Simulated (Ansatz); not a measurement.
## MgI2: what symmetry allows forces and stress to be

```xyz
3
Lattice="4.0694 0.0000 0.0000 -2.0347 3.3561 0.0707 0.0000 0.1348 6.9048" Properties=species:S:1:pos:R:3 pbc="T T T"
Mg    0.0000    0.0000    0.0000
I     0.0000    2.3991    5.3176
I     2.0347    1.0918    1.6578
```

Theory: Ansatz 0.2.0, DFT PBEsol, scalar-relativistic, plane waves, PAW.

Settings: cutoff 420 eV, Γ-centred mesh 6×6×4 on the computed 3-atom cell, Gaussian smearing of 0.02 eV; no spin polarisation.

This distorted cell has space group C2/m, with 4 operations.

**Question.** Without a calculation: in which directions can each atom feel a force?

**Answer.** A force must be left unchanged by every operation that keeps its atom in place, so it lies in the space that those operations leave fixed. Atoms that the group maps onto each other feel forces of one size.
| atom | site symmetry | operations at the site | equivalent to atom | allowed force (Cartesian) |
| --- | --- | --- | --- | --- |
| Mg1 | 2/m | 4 | 1 | none |
| I2 | m | 2 | 2 | in the plane normal to (1.00, 0.00, 0.00) |
| I3 | m | 2 | 2 | in the plane normal to (1.00, 0.00, 0.00) |

That leaves 2 independent force components of 9. A relaxation in this cell that keeps the symmetry moves the atoms in these directions alone.

**Question.** And the stress tensor?

**Answer.** It must be invariant under the point group, which leaves 4 independent components: xz, xy vanish.

**Question.** Do the computed values obey this?

**Answer.** Yes. Forces (eV/Å):
```
Mg1  0.000  0.000  0.000
I2   0.000  0.091 -0.513
I3   0.000 -0.091  0.513
```

Stress (GPa, compression positive, xx yy zz yz xz xy): 2.98 5.32 3.14 -0.61 0.00 0.00. The program imposes the same operations on density, forces and stress, so this confirms the analysis and is no independent test of the calculation.

 The cell holds layers, and where no dispersion correction was added their binding is poorly described.